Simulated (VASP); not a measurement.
Set up this calculation in VASP 6.6.1, as the native input.

```
Task                   : relaxation of the atoms
Functional             : LDA
Potentials or basis    : VASP PAW LDA potentials, release 64 (Sr_sv, O)
Cutoff                 : 600 eV
k mesh                 : 10 × 10 × 10
Occupations            : gaussian, width 0.03 eV
Spin                   : no spin polarisation
Further INCAR settings : ALGO = Normal; EDIFF = 1e-07; IBRION = 2; EDIFFG = -0.01; NSW = 40
```

The structure of SrO lies in POSCAR:

```
SrO                                     
1.0
    0.0000000000      2.5545480414      2.5545480414
    2.5545480414      0.0000000000      2.5545480414
    2.5545480414      2.5545480414      0.0000000000
  Sr              O             
     1     1
Direct
     0.5000000000000000    0.5000000000000000    0.5000000000000000
     0.0000000000000000    0.0000000000000000    0.0000000000000000
```

The cell isn't the ideal one: a relaxed cell with its volume scaled by 1.02.

One way to write it, as run:

INCAR

```
SYSTEM = SrO
  PREC = Accurate
  ENCUT = 600
  EDIFF = 1E-7
  ISMEAR = 0
  SIGMA = 0.03
  LREAL = .False.
  LASPH = .True.
  NELM = 80
  ALGO = Normal
  ISIF = 2
  LWAVE = .False.
  LCHARG = .False.
  IBRION = 2
  NSW = 40
  EDIFFG = -0.01
```

KPOINTS

```
Automatic mesh
0
Gamma
  10 10 10
  0 0 0
```

Potentials or basis: VASP PAW LDA potentials, release 64 (Sr_sv, O).

Command:

```sh
$ cat potpaw_LDA.64/Sr_sv/POTCAR potpaw_LDA.64/O/POTCAR > POTCAR
$ mpirun -np 1 vasp_std > vasp.out
```

It gave:

| Item | Value |
| --- | --- |
| Pressure after relaxing | -1.9 GPa |
| Band gap on the k mesh | 3.09 eV, indirect (least direct gap 3.16 eV) |

Caveat: the relaxation stopped at its first step, so nothing moved.

Run time: 12 s on 1 thread of Intel(R) Xeon(R) 6975P-C (Granite Rapids), with other jobs on the host, peak memory 0.16 GiB.
